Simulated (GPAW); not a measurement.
**Ge: relaxation of cell and atoms with PBEsol+D3**

Ge:

```
Ge
1.0
     1.48805   -2.59469    0.00000
     1.48805    2.59469    0.00000
     0.00000    0.00000    4.72760
Ge
2
Direct
  0.33345 0.66655 0.25000
  0.66655 0.33345 0.75000
```

This isn't the form of Ge at room conditions, which is diamond.

```
Program             : GPAW 26.7.0
Task                : relaxation of cell and atoms
Functional          : PBEsol
Dispersion          : D3
Potentials or basis : PAW data sets generated in the run's folder for this functional
Cutoff              : 600 eV
Basis               : pw
k mesh              : 10 × 10 × 6
Occupations         : fermi-dirac, width 0.05 eV
Spin                : no spin polarisation
Maxiter             : 150
Optimizer           : BFGS
Fmax                : 0.02 eV/Å
Max steps           : 60
Convergence         : density=1e-05 forces=0.0001
```

The relaxed volume is 17.92 Å³/atom, the relaxed cell is a = 2.956 Å, b = 2.956 Å, c = 4.786 Å, α = 90.00°, β = 90.00°, γ = 121.05° and the space group after relaxing (to 0.05 Å) is Cmcm (No. 63). The energy gained by relaxing is 5.1 meV/atom. The ionic steps are 10. The pressure after relaxing is -0.2 GPa and the largest force after relaxing is 0.009 eV/Å. The band gap on the k mesh is none (metal or under the smearing width) and the dispersion energy per atom is -0.151 eV.

Forces in eV/Å, atoms in the order of the input:
```
Ge   0.000 -0.009  0.000
Ge   0.000  0.009  0.000
```

The path:
| step | energy change (eV) | largest force (eV/Å) | pressure (GPa) | volume (Å³) |
| --- | --- | --- | --- | --- |
| 1 | 0.0000 | 0.0001 | -1.36 | 36.51 |
| 2 | -0.0015 | 0.0001 | -1.12 | 36.39 |
| 3 | -0.0072 | 0.0038 | 0.52 | 35.59 |
| 4 | -0.0078 | 0.0048 | 0.57 | 35.56 |
| 5 | -0.0093 | 0.0076 | 0.35 | 35.61 |
| 6 | -0.0096 | 0.0075 | 0.10 | 35.72 |
| 7 | -0.0097 | 0.0075 | -0.05 | 35.79 |
| 8 | -0.0098 | 0.0077 | -0.10 | 35.81 |
| 9 | -0.0101 | 0.0085 | -0.21 | 35.85 |
| 10 | -0.0102 | 0.0090 | -0.17 | 35.83 |

Final structure:
```
Ge
1.0
     1.45454   -2.57364    0.00000
     1.45454    2.57364    0.00000
     0.00000    0.00000    4.78588
Ge
2
Direct
  0.33401 0.66599 0.25000
  0.66599 0.33401 0.75000
```

Levels at points of the mesh, in eV from the Fermi level:
```tsv
k point	band 1	band 2	band 3	band 4	band 5	band 6	band 7
(0.00, 0.00, 0.00)	-13.57	-7.93	-5.80	6.95	7.36	8.94	9.34
(0.00, 0.00, 0.50)	-11.94	-11.94	1.39	1.39	8.06	8.06	8.45
(0.50, 0.00, 0.00)	-8.37	-7.11	-2.44	-1.57	-0.91	1.36	2.61
(0.50, 0.00, 0.50)	-6.94	-6.94	-5.07	-5.07	4.22	4.22	4.95
(0.50, 0.50, 0.00)	-8.60	-7.27	-2.58	-1.66	-1.11	1.22	3.12
(0.50, 0.50, 0.50)	-7.19	-7.19	-5.15	-5.15	4.73	4.73	4.95
```

It took 5.3 min on 1 thread of Arm Neoverse V1, with other jobs on the host, peak memory 0.46 GiB.

Caveat: later steps reuse the first step's grids; pairwise dispersion overbinds metals, which lowers pressure and volume.
